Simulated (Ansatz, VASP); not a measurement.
One calculation of BiTe, two programs

```
CELL_PARAMETERS angstrom
2.42271 1.39875 3.31729
-2.42271 1.39875 3.31729
0.00000 -2.79750 3.31729
ATOMIC_POSITIONS crystal
Bi 0.50000 0.50000 0.50000
Te 0.00000 0.00000 0.00000
```

The cell comes from a database or a generator and needn't be the stable form of this composition.

Alike in both runs: task single point; functional LDA; k mesh 12 × 12 × 12; occupations gaussian, width 0.15 eV; no spin polarisation.

|  | VASP | Ansatz |
| --- | --- | --- |
| version | VASP 6.6.1 | Ansatz 0.2.0 |
| potentials or method | VASP PAW LDA potentials, release 64 (Bi_d, Te) | scalar-relativistic, plane waves, PAW |
| plane-wave cutoff (eV) | 520 | 420 |
| valence electrons in the cell | 21 | 31 |

```tsv
	VASP	Ansatz	Ansatz less VASP
gap on the k mesh at the Fermi level (eV)	none	none	-
pressure (GPa)	-3.5	-3.6	-0.05
largest component of the traceless stress (GPa)	0.41	0.44	+0.030
```

A gap of «none» marks a metal or a gap that the smearing closes. The two sets of potentials don't hold the same shells in valence.

Caveats: spin-orbit coupling is left out, which moves the levels of the heavy elements.
